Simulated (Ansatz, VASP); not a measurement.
## One calculation of Au, two programs

```
CELL_PARAMETERS angstrom
0.00000 2.03500 2.03500
2.03500 0.00000 2.03500
2.03500 2.03500 0.00000
ATOMIC_POSITIONS crystal
Au 0.00000 0.00000 0.00000
```

Alike in both runs: functional PBE; k mesh 11 × 11 × 11; occupations fermi-dirac, width 0.05 eV; non-collinear spin, spin-orbit coupling.

|  | VASP | Ansatz |
| --- | --- | --- |
| version | VASP 6.6.1 | Ansatz 0.2.0 |
| potentials or method | VASP PAW PBE potentials, release 64 (Au) | Ansatz PAW |
| plane-wave cutoff (eV) | 520 | 420 |
| valence electrons in the cell | 11 | 19 |
| task | single point | band structure |

|  | VASP | Ansatz | Ansatz less VASP |
| --- | --- | --- | --- |
| gap on the k mesh at the Fermi level (eV) | none | none | - |
| pressure (GPa) | 9.3 | 9.3 | 0.00 |
| net moment per atom (μB) | 0.00 | 0.00 | 0.000 |

A gap of «none» marks a metal or a gap that the smearing closes. The functional is the same, so the differences come from potentials, cutoffs and numerics. The two sets of potentials don't hold the same shells in valence.
